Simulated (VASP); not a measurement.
SiC (Moissanite 3C): relaxation of cell and atoms with PBEsol

Crystal: SiC (Moissanite 3C).

```
Si C
1.0
     0.00000    2.17900    2.17900
     2.17900    0.00000    2.17900
     2.17900    2.17900    0.00000
Si C
1 1
Direct
  0.00000 0.00000 0.00000
  0.25000 0.25000 0.25000
```

```yaml
Program: VASP 6.6.1
Task: relaxation of cell and atoms
Functional: PBEsol
Potentials_or_basis: VASP PAW PBE potentials, release 64 (Si, C)
Cutoff: 600 eV
k_mesh: 10 × 10 × 10
Occupations: gaussian, width 0.03 eV
Spin: no spin polarisation
Further_INCAR_settings: ALGO = Normal; EDIFF = 1e-07; IBRION = 2; EDIFFG = -0.005; NSW = 90; ISIF = 3
```

```
Pressure after relaxing : 0.0 GPa
Band gap on the k mesh  : 1.23 eV, indirect (least direct gap 4.44 eV)
```

Final structure:
```yaml
crystal:
  lattice:
    - [0.00000, 2.17900, 2.17900]
    - [2.17900, 0.00000, 2.17900]
    - [2.17900, 2.17900, 0.00000]
  atoms:
    - { symbol: Si, position: [0.00000, 0.00000, 0.00000] }
    - { symbol: C, position: [0.25000, 0.25000, 0.25000] }
```

Levels at points of the mesh, in eV from the valence-band top:
```
           k point  band 1  band 2  band 3  band 4  band 5  band 6  band 7  band 8
(0.00, 0.00, 0.00)  -15.42    0.00    0.00    0.00    6.19    7.24    7.24    7.24
(0.50, 0.00, 0.00)  -11.82   -8.60   -1.06   -1.06    5.37    7.14    7.14    9.92
(0.50, 0.50, 0.00)  -10.36   -7.83   -3.21   -3.21    1.23    4.20   13.95   13.95
```

Run time: 5.9 s on 4 MPI ranks on Intel(R) Xeon(R) Platinum 8488C (Sapphire Rapids) (shared host), peak memory 0.14 GiB a rank.

Caveat: the relaxation stopped at its first step, so nothing moved; the PAW data sets were made with another functional, which shifts forces and pressure a little. A k mesh can miss the band edges.
